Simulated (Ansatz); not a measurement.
## SnO under changes of volume

One of the cells (17.769 Å³/atom); the others are scaled copies at fixed shape and fractional positions:

```xyz
4
Lattice="3.8137 0.0000 0.0000 0.0000 3.8137 0.0000 0.0000 0.0000 4.8869" Properties=species:S:1:pos:R:3 pbc="T T T"
Sn    1.9068    0.0000    3.7367
Sn    0.0000    1.9068    1.1503
O     0.0000    0.0000    0.0000
O     1.9068    1.9068    0.0000
```

The cell is a database's computed one.

| Property | Result |
| --- | --- |
| Program | Ansatz 0.2.0 |
| Functional | PBE |
| Potentials or basis | Ansatz PAW earlier set |
| Cutoff | 900 eV |
| Density cutoff | 3600 eV |
| k mesh | 7 × 7 × 6 |
| Occupations | fermi-dirac, width 0.05 eV |
| Spin | no spin polarisation |

| volume (Å³/atom) | energy over the lowest point (meV/atom) | pressure (GPa) | gap on the mesh (eV) | largest force (eV/Å) |
| --- | --- | --- | --- | --- |
| 16.703 | ? | ? | ? | ? |
| 17.058 | 33.08 | 8.0 | 0.22 | 0.977 |
| 17.414 | 17.89 | 5.7 | 0.30 | 0.662 |
| 17.769 | 7.63 | 3.6 | 0.37 | 0.370 |
| 18.125 | 1.82 | 1.7 | 0.44 | 0.100 |
| 18.480 | 0.00 | 0.0 | 0.51 | 0.152 |
| 18.835 | 1.78 | -1.6 | 0.57 | 0.386 |

What does the run at 16.703 Å³/atom give?

Energy over the lowest point 53.75 meV/atom; pressure 10.6 GPa; gap on the mesh 0.14 eV; largest force 1.321 eV/Å.

Worked out: A Birch-Murnaghan fit of order 3 (a polynomial in V^(-2/3)) to the other rows has its minimum at 18.48 Å³/atom with B0 = V·E''(V) = 85 GPa and B' = 4.4 at fixed shape and positions, which overstates the stiffness. It gives 53.70 meV/atom at 16.703 Å³/atom, against the run's 53.75, and -dE/dV = 10.6 GPa, against 10.6. A straight line through the other rows of the gap, of slope 3.53 eV per unit of ln V, extrapolates to 0.15 eV, against the run's 0.14.

Energies are extrapolated to zero smearing.

Caveats: odd divisions of the mesh miss points on the zone boundary, where band edges often lie, so the gap on the mesh can be too wide; spin-orbit coupling is left out, which moves the levels of the heavy elements; forces of over 1 eV/Å show positions far from the minimum, so gaps and moduli don't describe the material at rest (some runs).

A mesh can miss the band edges.
